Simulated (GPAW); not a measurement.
Input of a GPAW 26.7.0 run:

File run.py:

```python
import json
import numpy as np
from ase import Atoms
from ase.constraints import FixSymmetry
from ase.io import read, write
from ase.optimize import BFGS
from phonopy import Phonopy
from phonopy.structure.atoms import PhonopyAtoms
from gpaw import GPAW, PW, setup_paths

setup_paths.insert(0, '.')

atoms = read('Te2Pt.xyz')

calc = GPAW(mode=PW(510),
            xc='PBEsol',
            kpts={'size': (6, 6, 5), 'gamma': True},
            occupations={'name': 'fermi-dirac', 'width': 0.05},
            nbands=26,
            convergence={'density': 1e-06, 'eigenstates': 1e-09},
            maxiter=150,
            txt='gpaw.txt')
atoms.calc = calc
atoms.set_constraint(FixSymmetry(atoms))
BFGS(atoms, trajectory='relax.traj', logfile='-').run(fmax=0.005, steps=40)
atoms.set_constraint()
energy = atoms.get_potential_energy()
forces = atoms.get_forces()
stress = atoms.get_stress()
calc.write('gs.gpw')
write('result.traj', atoms)
print('Cell:', atoms.cell.cellpar().round(4))
print(atoms.get_scaled_positions().round(5))

def force_constants(scale):
    unit = PhonopyAtoms(symbols=atoms.get_chemical_symbols(), cell=atoms.cell[:] * scale**(1 / 3),
                        scaled_positions=atoms.get_scaled_positions())
    ph = Phonopy(unit, supercell_matrix=np.diag([1, 1, 1]), primitive_matrix=np.eye(3), symprec=1e-4)
    ph.generate_displacements(distance=0.03)
    forces = []
    for i, sc in enumerate(ph.supercells_with_displacements):
        a = Atoms(sc.symbols, cell=sc.cell, scaled_positions=sc.scaled_positions, pbc=True)
        c = GPAW(mode=PW(510),
                 xc='PBEsol',
                 kpts={'size': (6, 6, 5), 'gamma': True},
                 occupations={'name': 'fermi-dirac', 'width': 0.05},
                 nbands=26,
                 convergence={'density': 1e-06, 'eigenstates': 1e-09},
                 maxiter=150,
                 txt=f'disp-{scale:.3f}-{i:02d}.txt')
        a.calc = c
        f = a.get_forces()
        forces.append(f - f.mean(axis=0))
        print(f'displacement {i}: drift', f.mean(axis=0).round(5), flush=True)
    ph.forces = forces
    ph.produce_force_constants()
    ph.symmetrize_force_constants()
    return ph

qpoints = [[0.0, 0.0, 0.0]]
results = {}
for scale in [1.0]:
    ph = force_constants(scale)
    ph.run_qpoints(qpoints)
    nu = ph.qpoints.frequencies * 33.35641  # THz to cm^-1
    results[f'{scale:.3f}'] = nu.tolist()
    for qp, f in zip(qpoints, nu):
        print(scale, np.round(qp, 4), f.round(2))
json.dump(results, open('phonons.json', 'w'))
```

The input Te2Pt.xyz:

```xyz
3
Lattice="4.1142021277 0.0000000000 0.0000000000 -2.0571010639 3.5630035589 0.0000000000 0.0000000000 0.0000000000 5.3361509392" Properties=species:S:1:pos:R:3 pbc="T T T"
Pt     0.0000000000      0.0000000000      0.0000000000
Te     2.0571010640      1.1876678528      4.0021132044
Te    -0.0000000002      2.3753357061      1.3340377348
```

Potentials or basis: PAW data sets generated in the run's folder for this functional, pw.

The run is started by

```sh
$ gpaw-setup -f PBEsol Pt Te
$ OMP_NUM_THREADS=1 python run.py
```

Question: Estimate the highest phonon frequency at Γ.

Answer: 157 cm⁻¹.

Question: What does it give for the band gap on the k mesh?

Answer: None (metal or under the smearing width).

Final structure:
```
CELL_PARAMETERS angstrom
4.11420 0.00000 0.00000
-2.05710 3.56300 0.00000
0.00000 0.00000 5.33615
ATOMIC_POSITIONS crystal
Pt 0.00000 0.00000 0.00000
Te 0.66667 0.33333 0.75210
Te 0.33333 0.66667 0.24790
```

Caveat: the cell is more than 3 GPa from zero pressure, which shifts response properties. The run has no spin-orbit coupling, so splittings on Pt, Te are missing.
